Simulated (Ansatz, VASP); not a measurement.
# W in VASP and in Ansatz

```
CELL_PARAMETERS angstrom
3.28052 0.00000 0.00000
0.00000 3.28052 0.00000
1.64026 -1.64026 1.53032
ATOMIC_POSITIONS crystal
W 0.00000 0.00000 0.00000
```

Alike in both runs: functional PBEsol; k mesh 11 × 11 × 22; occupations gaussian, width 0.1 eV; no spin polarisation.

Ansatz relaxed the structure, and its values are those at the end. VASP's run is a single point on that final structure, the one shown.

```csv
,VASP,Ansatz
version,VASP 6.6.1,Ansatz 0.2.0
potentials or method,"VASP PAW PBE potentials, release 64 (W_sv)","scalar-relativistic, plane waves, PAW"
plane-wave cutoff (eV),520,420
valence electrons in the cell,14,14
```

VASP gave:

```
gap on the k mesh at the Fermi level (eV) : none
pressure (GPa)                            : -13.1
```

Question: What did Ansatz give for the same quantities?

Answer: gap on the k mesh at the Fermi level (eV): none; pressure (GPa): -13.6.

A gap of «none» marks a metal or a gap that the smearing closes. With one functional, cell and mesh, what is left measures potentials, basis and numerics.

Caveats: the PAW data sets were made with another functional, which shifts forces and pressure a little (VASP). The runs have no spin-orbit coupling, so splittings on W are missing.
